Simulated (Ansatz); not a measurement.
Input and command of a plane-wave DFT calculation in Ansatz:

```yaml
crystal:
  lattice:
    - [5.897759038, 0.0, 0.0]
    - [0.0, 5.897759038, 0.0]
    - [0.0, 0.0, 5.897759038]
  atoms:
    - { symbol: Cs, position: [0.0, 0.0, 0.0] }
    - { symbol: Sn, position: [0.5, 0.5, 0.5] }
    - { symbol: Br, position: [0.5, 0.5, 0.0] }
    - { symbol: Br, position: [0.5, 0.0, 0.5] }
    - { symbol: Br, position: [0.0, 0.5, 0.5] }
basis:
  ecutwfc: 420
kpoints:
  mp_grid: { grid: [4, 4, 4] }
hamiltonian:
  xc: pbesol
scf:
  occupations: { method: gaussian, width: 0.05 }
output:
  forces: true
  stress: true
  eigenvalues: true
```

```bash
ansatz run input.yaml --threads 1 --pin off --max-ram 1228MiB --backend cpu --events-out ev --progress --plain --runs-dir out
```

Processor: Intel(R) Xeon(R) 6975P-C (Granite Rapids), 1 thread, on a host shared with other jobs.

Task: How long does it run, and how much memory does it take?

Result: About 2.5 s on 1 thread of Intel(R) Xeon(R) 6975P-C (Granite Rapids) (shared host), peak memory 0.48 GiB. It solves 27 bands at 10 k points (the mesh reduced by symmetry) with about 3959 plane waves, in 7 SCF iterations.
